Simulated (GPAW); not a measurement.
# InP (F-43m) in GPAW: further runs

One crystal, InP, is run at these levels: RPBE, PBE, revPBE+D3, rSCAN; tasks: equation of state, band structure.

Everything below comes from runs of GPAW 26.7.0. Logs are shortened: lines on timing, memory, paths and dates and some standing lists are left out, and cuts for length are marked. The log counts tension as positive stress, the text compression.

**Measured values to compare with.**

From a printed reference work, data compilation, for a bulk crystal of InP: band gap 1.4236 eV (direct) at 1.6 K; bulk modulus 71 GPa.

The results are compared with them further down.

### 1 The structure

The structure is cubic, space group F-43m (No. 216). The conventional cell has a = 5.861 Å, b = 5.861 Å, c = 5.861 Å, α = 90.00°, β = 90.00°, γ = 90.00°. Around In (site symmetry -43m) lie 4 P at 2.54 Å. P (site symmetry -43m) has 4 In at 2.54 Å as nearest neighbours.

### 2 Equation of state, RPBE

The input, run.py:

```python
import spglib
from ase import Atoms
from ase.eos import EquationOfState
from ase.io import Trajectory, read
from ase.units import GPa
from gpaw import GPAW, PW

atoms = read('InP.cif')
cell, positions, numbers = spglib.find_primitive(
    (atoms.cell[:], atoms.get_scaled_positions(), atoms.numbers), symprec=1e-4)
atoms = Atoms(numbers, cell=cell, scaled_positions=positions, pbc=True)

traj = Trajectory('eos.traj', 'w')
volumes, energies = [], []
for x in [0.94, 0.96, 0.98, 1.0, 1.02, 1.04, 1.06]:
    a = atoms.copy()
    a.set_cell(atoms.cell * x**(1 / 3), scale_atoms=True)
    calc = GPAW(mode=PW(600),
                xc='RPBE',
                kpts={'size': (6, 6, 6), 'gamma': True},
                occupations={'name': 'fermi-dirac', 'width': 0.05},
                nbands=18,
                convergence={'density': 1e-05, 'energy': 1e-05},
                maxiter=150,
                txt=f'eos-{x:.2f}.txt')
    a.calc = calc
    energies.append(a.get_potential_energy(force_consistent=True))
    volumes.append(a.get_volume())
    p = -a.get_stress()[:3].mean() / GPa
    calc.write(f'eos-{x:.2f}.gpw')
    traj.write(a)
    print(f'{x:.2f} {volumes[-1]:10.4f} A^3 {energies[-1]:14.6f} eV {p:9.3f} GPa', flush=True)

v0, e0, B = EquationOfState(volumes, energies, eos='birchmurnaghan').fit()
print(f'V0 = {v0:.4f} A^3, E0 = {e0:.6f} eV, B0 = {B / GPa:.2f} GPa')
```

The input, InP.cif:

```cif
data_InP
_cell_length_a 5.86100000
_cell_length_b 5.86100000
_cell_length_c 5.86100000
_cell_angle_alpha 90.00000000
_cell_angle_beta 90.00000000
_cell_angle_gamma 90.00000000
_space_group_name_H-M_alt 'F-43m'
_space_group_name_Hall 'F -4 2 3'
_space_group_IT_number 216
loop_
_space_group_symop_operation_xyz
'x,y,z'
'y,-x,-z'
'-x,-y,z'
'-y,x,-z'
'x,-y,-z'
'y,x,z'
'-x,y,-z'
'-y,-x,z'
'z,x,y'
'-z,y,-x'
'z,-x,-y'
'-z,-y,x'
'-z,x,-y'
'z,y,x'
'-z,-x,y'
'z,-y,-x'
'y,z,x'
'-x,-z,y'
'-y,z,-x'
'x,-z,-y'
'-y,-z,x'
'x,z,y'
'y,-z,-x'
'-x,z,-y'
'x,y+1/2,z+1/2'
'y,-x+1/2,-z+1/2'
'-x,-y+1/2,z+1/2'
'-y,x+1/2,-z+1/2'
'x,-y+1/2,-z+1/2'
'y,x+1/2,z+1/2'
'-x,y+1/2,-z+1/2'
'-y,-x+1/2,z+1/2'
'z,x+1/2,y+1/2'
'-z,y+1/2,-x+1/2'
'z,-x+1/2,-y+1/2'
'-z,-y+1/2,x+1/2'
'-z,x+1/2,-y+1/2'
'z,y+1/2,x+1/2'
'-z,-x+1/2,y+1/2'
'z,-y+1/2,-x+1/2'
'y,z+1/2,x+1/2'
'-x,-z+1/2,y+1/2'
'-y,z+1/2,-x+1/2'
'x,-z+1/2,-y+1/2'
'-y,-z+1/2,x+1/2'
'x,z+1/2,y+1/2'
'y,-z+1/2,-x+1/2'
'-x,z+1/2,-y+1/2'
'x+1/2,y,z+1/2'
'y+1/2,-x,-z+1/2'
'-x+1/2,-y,z+1/2'
'-y+1/2,x,-z+1/2'
'x+1/2,-y,-z+1/2'
'y+1/2,x,z+1/2'
'-x+1/2,y,-z+1/2'
'-y+1/2,-x,z+1/2'
'z+1/2,x,y+1/2'
'-z+1/2,y,-x+1/2'
'z+1/2,-x,-y+1/2'
'-z+1/2,-y,x+1/2'
'-z+1/2,x,-y+1/2'
'z+1/2,y,x+1/2'
'-z+1/2,-x,y+1/2'
'z+1/2,-y,-x+1/2'
'y+1/2,z,x+1/2'
'-x+1/2,-z,y+1/2'
'-y+1/2,z,-x+1/2'
'x+1/2,-z,-y+1/2'
'-y+1/2,-z,x+1/2'
'x+1/2,z,y+1/2'
'y+1/2,-z,-x+1/2'
'-x+1/2,z,-y+1/2'
'x+1/2,y+1/2,z'
'y+1/2,-x+1/2,-z'
'-x+1/2,-y+1/2,z'
'-y+1/2,x+1/2,-z'
'x+1/2,-y+1/2,-z'
'y+1/2,x+1/2,z'
'-x+1/2,y+1/2,-z'
'-y+1/2,-x+1/2,z'
'z+1/2,x+1/2,y'
'-z+1/2,y+1/2,-x'
'z+1/2,-x+1/2,-y'
'-z+1/2,-y+1/2,x'
'-z+1/2,x+1/2,-y'
'z+1/2,y+1/2,x'
'-z+1/2,-x+1/2,y'
'z+1/2,-y+1/2,-x'
'y+1/2,z+1/2,x'
'-x+1/2,-z+1/2,y'
'-y+1/2,z+1/2,-x'
'x+1/2,-z+1/2,-y'
'-y+1/2,-z+1/2,x'
'x+1/2,z+1/2,y'
'y+1/2,-z+1/2,-x'
'-x+1/2,z+1/2,-y'
loop_
_atom_site_label
_atom_site_type_symbol
_atom_site_symmetry_multiplicity
_atom_site_Wyckoff_symbol
_atom_site_fract_x
_atom_site_fract_y
_atom_site_fract_z
_atom_site_occupancy
In1 In 4 a 0.0000000000 0.0000000000 0.0000000000 1
P1 P 4 c 0.2500000000 0.2500000000 0.2500000000 1
```

Potentials or basis: the program's PAW data sets (release 1.2.1) made for this functional, pw.

The run is started by

```
$ OMP_NUM_THREADS=1 python run.py
```

Log:

```text
__  _  _
 | _ |_)|_||  |
 |__||  | ||/\| - 26.7.0

Input parameters:
  mode=PW(ecut=600.0),
  convergence={'density': 1e-05, 'energy': 1e-05},
  kpts=MonkhorstPack(size=(6, 6, 6), gamma=True),
  maxiter=150,
  nbands=18,
  occupations=Occupations(name='fermi-dirac', width=0.05),
  xc=XC(name='RPBE')

Diagonalizing LCAO Hamiltonian
Converting LCAO to pw mode

           P

       In

Atoms  # Å, Bohr magnetons
|   | symbol |        x |        y |        z |    initial magnetic moments |
|---|--------|----------|----------|----------|-----------------------------|
| 0 |     In | 0.000000 | 0.000000 | 0.000000 | ( 0.0000,  0.0000,  0.0000) |
| 1 |      P | 1.435339 | 1.435339 | 1.435339 | ( 0.0000,  0.0000,  0.0000) |

Unit cell  # Å
| periodic |        x |        y |        z |  lengths |    angles |
|----------|----------|----------|----------|----------|-----------|
|      yes | 0.000000 | 2.870677 | 2.870677 | 4.059750 | 60.000000 |
|      yes | 2.870677 | 0.000000 | 2.870677 | 4.059750 | 60.000000 |
|      yes | 2.870677 | 2.870677 | 0.000000 | 4.059750 | 60.000000 |

Number of symmetries: 24
Symmetry operations  # r_c * U_cc + t_c -> r_c
|    | kind |            matrix            |
|----|------|------------------------------|
|  0 |  E   |  1, 0, 0,  0, 1, 0,  0, 0, 1 |
|  1 |  σ   |  1, 0, 0,  0, 0, 1,  0, 1, 0 |
|  2 |  σ   |  1, 0,-1,  0, 1,-1,  0, 0,-1 |
|  3 |  C3  |  1, 0,-1,  0, 0,-1,  0, 1,-1 |
|  4 |  C3  |  1,-1, 0,  0,-1, 1,  0,-1, 0 |
|  5 |  σ   |  1,-1, 0,  0,-1, 0,  0,-1, 1 |
|  6 |  σ   |  0, 1, 0,  1, 0, 0,  0, 0, 1 |
|  7 |  C3  |  0, 1, 0,  0, 0, 1,  1, 0, 0 |
|  8 |  C2  |  0, 1,-1,  1, 0,-1,  0, 0,-1 |
|  9 |  S4  |  0, 1,-1,  0, 0,-1,  1, 0,-1 |
| 10 |  C3  |  0, 0, 1,  1, 0, 0,  0, 1, 0 |
| 11 |  σ   |  0, 0, 1,  0, 1, 0,  1, 0, 0 |
| 12 |  S4  |  0, 0,-1,  1, 0,-1,  0, 1,-1 |
| 13 |  C3  |  0, 0,-1,  0, 1,-1,  1, 0,-1 |
| 14 |  S4  |  0,-1, 1,  1,-1, 0,  0,-1, 0 |
| 15 |  C2  |  0,-1, 1,  0,-1, 0,  1,-1, 0 |
| 16 |  C3  |  0,-1, 0,  1,-1, 0,  0,-1, 1 |
| 17 |  S4  |  0,-1, 0,  0,-1, 1,  1,-1, 0 |
| 18 |  S4  | -1, 1, 0, -1, 0, 1, -1, 0, 0 |
| 19 |  C3  | -1, 1, 0, -1, 0, 0, -1, 0, 1 |
| 20 |  C3  | -1, 0, 1, -1, 1, 0, -1, 0, 0 |
| 21 |  S4  | -1, 0, 1, -1, 0, 0, -1, 1, 0 |
| 22 |  σ   | -1, 0, 0, -1, 1, 0, -1, 0, 1 |
| 23 |  C2  | -1, 0, 0, -1, 0, 1, -1, 1, 0 |

BZ-sampling:
  Number of BZ points: 216
  Number of IBZ points: 16

  Monkhorst-Pack size: [6, 6, 6]
  Monkhorst-Pack shift: [0.08333333333333333, 0.08333333333333333, 0.08333333333333333]

K-points  # in reciprocal-cell coordinates
|     |                                coordinates |     weight |
|-----|--------------------------------------------|------------|
|   0 | (  0.00000000,   0.00000000,   0.00000000) | 0.00462963 |
|   1 | (  0.16666667,   0.16666667,   0.00000000) | 0.02777778 |
|   2 | (  0.16666667,   0.16666667,   0.16666667) | 0.03703704 |
|   3 | (  0.33333333,   0.16666667,   0.16666667) | 0.05555556 |
|   4 | (  0.33333333,   0.33333333,  -0.33333333) | 0.05555556 |
|   5 | (  0.33333333,   0.33333333,   0.00000000) | 0.02777778 |
|   6 | (  0.33333333,   0.33333333,   0.16666667) | 0.11111111 |
|   7 | (  0.33333333,   0.33333333,   0.33333333) | 0.03703704 |
|   8 | (  0.50000000,   0.33333333,  -0.33333333) | 0.11111111 |
|   9 | (  0.50000000,   0.33333333,  -0.16666667) | 0.05555556 |
| ... |                                            |            |
|  15 | (  0.50000000,   0.50000000,   0.50000000) | 0.01851852 |

Plane wave coefficients: 1596
Cutoff: 600.0 eV

Spin-components: 1 (collinear spins)
Bands:           18
Projectors:      11
Spin-degeneracy: 2
Datatype:        complex128

Parallelization:
  kpt:    1
  domain: 1
  band:   1

Density:
  Valence electrons: 18.0
  Components: 1
  Grid points: [24 24 24]
  Charge: 0.0  # |e|

Potential:
  Grid points: [24 24 24]

species:
  In:
    name:    Indium
    Z:       49.0
    valence: 13
    core:    36
    charge:  0.0  # [|e|]
    compensation charges:
      type: gauss
      rc: 0.36  # [Å]
      lmax: 2
    cutoffs:
      filter: 2.09  # [Å]
      core: 2.48  # [Å]
    projectors
    | kind |    occ | energy [eV] | rcut [Å] |
    |------|--------|-------------|----------|
    |   5s |  2.000 |      -8.122 |    1.185 |
    |   5p |  1.000 |      -2.465 |    1.244 |
    |   4d | 10.000 |     -18.638 |    1.148 |
    |    s |        |      19.089 |    1.185 |
    |    p |        |      24.746 |    1.244 |
    |    d |        |       8.573 |    1.148 |

    Using partial waves for In as LCAO basis

  P:
    name:    Phosphorus
    Z:       15.0
    valence: 5
    core:    10
    charge:  0.0  # [|e|]
    compensation charges:
      type: gauss
      rc: 0.30  # [Å]
      lmax: 2
    cutoffs:
      filter: 1.69  # [Å]
      core: 1.81  # [Å]
    projectors
    | kind |    occ | energy [eV] | rcut [Å] |
    |------|--------|-------------|----------|
    |   3s |  2.000 |     -13.955 |    0.953 |
    |   3p |  3.000 |      -5.495 |    0.953 |
    |    s |        |      13.257 |    0.953 |
    |    p |        |      21.717 |    0.953 |
    |    d |        |       0.000 |    0.953 |

    Using partial waves for P as LCAO basis

Reference energy: -169290.707259  # eV

eigensolver:
  PPCG
  Converge bands: occupied
  niter=2

density mixing:
  MSR1-Mixer
  Pratt-step length: 0.05
  Maximum mixing coefficient: 0.75
  Old densities: 10
  SVD Regularization: 0.005
  Good broyden scale: 1.0
  Trust region scale: 1.0
  Backstep threshold: 4.0
  History deletion threshold: 6.0
  Fourier metric: weight=20.0, sigma=0.015

occupation numbers:
  Fermi-Dirac:
    width: 0.0500  # eV

poisson solver:
  ecut: 4800.0  # eV

xc functional:
  name: RPBE with 2 nearest neighbor stencil

convergence criteria:
- Maximum integral of absolute [dens]ity change: 1e-05 electrons / valence electron
- Maximum [total energy] change in last 3 cyles: 1e-05 eV / valence electron
- Maximum integral of absolute [eigenst]ate change: 4e-08 eV^2 / valence electron
maximum number of iterations: 150

SCF iterations
|iter     | |      energy | eigst |  dens |
|---------|-|-------------|-------|-------|
|iter:   1| |   -8.142580 | -0.26 |       |
|iter:   2| |   -8.061848 | -2.21 | -1.10 |
|iter:   3| |   -7.764066 | -1.69 | -1.14 |
|iter:   4| |   -7.767288 | -3.06 | -1.74 |
|iter:   5| |   -7.768228 | -3.85 | -2.21 |
|iter:   6| |   -7.768336 | -5.21 | -2.96 |
|iter:   7| |   -7.768352c| -6.18 | -3.46 |
|iter:   8| |   -7.768352c| -7.62c| -4.36 |
|iter:   9| |   -7.768352c| -7.69c| -4.91 |
|iter:  10| |   -7.768352c| -8.64c| -5.68c|

Converged in 10 steps
Energy contributions relative to reference atoms: (reference = -169290.707259)

Energy contributions:
  Kinetic:          29.612335
  Coulomb:         -26.283437
  Zero:              0.139180
  External:          0.000000
  Xc:              -11.236430
  Entropy:          -0.000000
  Spinorbit:         0.000000
  ----------------------------
  Free energy:      -7.768352
  Extrapolated:     -7.768352

dipole moment: (-22.066774, -22.066774, -22.066774)  # |e|*Ang

Fermi level: 6.322
Eigenvalues  # (at kpt = [0.000, 0.000, 0.000])
| band index |      eig [eV] | occ [0-2] |
|------------|---------------|-----------|
|          0 |        -8.562 |     2.000 |
|          1 |        -8.562 |     2.000 |
|          2 |        -8.562 |     2.000 |
|          3 |        -8.377 |     2.000 |
|          4 |        -8.377 |     2.000 |
|          5 |        -6.231 |     2.000 |
|          6 |         5.705 |     2.000 |
|          7 |         5.705 |     2.000 |
|          8 |         5.705 |     2.000 |
|          9 |         6.883 |     0.000 |
|         10 |         9.805 |     0.000 |
|         11 |         9.805 |     0.000 |
|         12 |         9.805 |     0.000 |
|         13 |        14.830 |     0.000 |
|         14 |        15.200 |     0.000 |
|         15 |        15.200 |     0.000 |
|         16 |        17.174 |     0.000 |
|         17 |        17.174 |     0.000 |

Gap: 1.177 eV
Transition (v -> c):
  (s=0, k=0, n=8, [0.00, 0.00, 0.00]) -> (s=0, k=0, n=9, [0.00, 0.00, 0.00])
No difference between direct/indirect transitions

Stress tensor  # eV/Ang^3
|         x |         y |         z |
|-----------|-----------|-----------|
| -0.064899 |  0.000000 |  0.000000 |
|  0.000000 | -0.064899 | -0.000000 |
|  0.000000 | -0.000000 | -0.064899 |

# Writing to eos-0.94.gpw (mode='')
```

It took 62 s on 1 thread of Arm Neoverse V2, shared host; peak memory 0.21 GiB.

Results:

```yaml
Equilibrium_volume: "27.13 Å³/atom (rough: see the caveat)"
Bulk_modulus: 56 GPa (rough)
```

Energy against volume, from the lowest point:
```
volume (Å³/atom)  energy (meV/atom)
          23.657              98.19
          24.160              68.61
          24.663              45.06
          25.167              26.94
          25.670              13.72
          26.173               4.89
          26.677               0.00
```

Caveat: the minimum lies outside the volumes run.

[end of part 1 of 2]
